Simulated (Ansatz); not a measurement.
# TaN: the cost of one run

Computed with Ansatz 0.2.0 (DFT PBE, scalar-relativistic, unless a step's input says otherwise).

### 1 The structure to begin with

Symmetry: Fm-3m, No. 225, cubic system. Conventional cell: a = 4.358 Å, b = 4.358 Å, c = 4.358 Å, α = 90.00°, β = 90.00°, γ = 90.00°. Ta (site symmetry m-3m) has 6 N at 2.18 Å as nearest neighbours. Around N (site symmetry m-3m) lie 6 Ta at 2.18 Å.

Coordinates:

```cif
data_structure
_symmetry_space_group_name_H-M 'Fm-3m'
_symmetry_Int_Tables_number 225
_cell_length_a 4.3580
_cell_length_b 4.3580
_cell_length_c 4.3580
_cell_angle_alpha 90.000
_cell_angle_beta 90.000
_cell_angle_gamma 90.000
_cell_volume 82.77
loop_
_atom_site_label
_atom_site_type_symbol
_atom_site_symmetry_multiplicity
_atom_site_Wyckoff_symbol
_atom_site_fract_x
_atom_site_fract_y
_atom_site_fract_z
_atom_site_occupancy
Ta1 Ta 4 b 0.50000 0.00000 0.00000 1
N1 N 4 a 0.00000 0.00000 0.00000 1
```

The file gives the conventional cell by its symmetry; the runs use the cell typed in the input.

Atoms are numbered in the order of the input: Ta1, N2.

### 2 After the deformation

Space group Fm-3m before, I4/mmm after.

### 3 All-electron LAPW

The input, input.yaml:

```yaml
crystal:
  lattice:
    - [0.0, 2.24437, 2.179]
    - [2.24437, 0.0, 2.179]
    - [2.24437, 2.24437, 0.0]
  atoms:
    - { symbol: Ta, position: [0.5, 0.5, 0.5] }
    - { symbol: "N", position: [0.0, 0.0, 0.0] }
kpoints:
  mp_grid: { grid: [9, 9, 9] }
  band_path:
    path:
      - [0.0, 0.0, 0.0]
      - [0.0, 0.5, 0.5]
      - [0.25, 0.75, 0.5]
      - [0.0, 0.5, 0.0]
      - [0.0, 0.0, 0.0]
      - [0.5, 0.5, 0.0]
      - [0.3826125, 0.6173875, 0.0]
      - [-0.3826125, 0.3826125, 0.0]
      - [0.0, 0.0, 0.0]
    npoints: 5
scf:
  occupations: { method: fermi_dirac, width: 0.02 }
hamiltonian:
  xc: pbe
  pseudopotentials: { kind: all_electron, lapw: { basis_error: 0.0005 } }
output:
  forces: true
  stress: true
  eigenvalues: true
```

The run is started by

```sh
ansatz run input.yaml --threads 1 --pin off --max-ram 3072MiB --backend cpu --events-out ev --progress --plain --runs-dir out
```

**Question.** How long does this run take on 1 thread of Arm Neoverse V2, shared host, and how much memory does it need?

About 19 s, with a peak of 0.43 GiB.
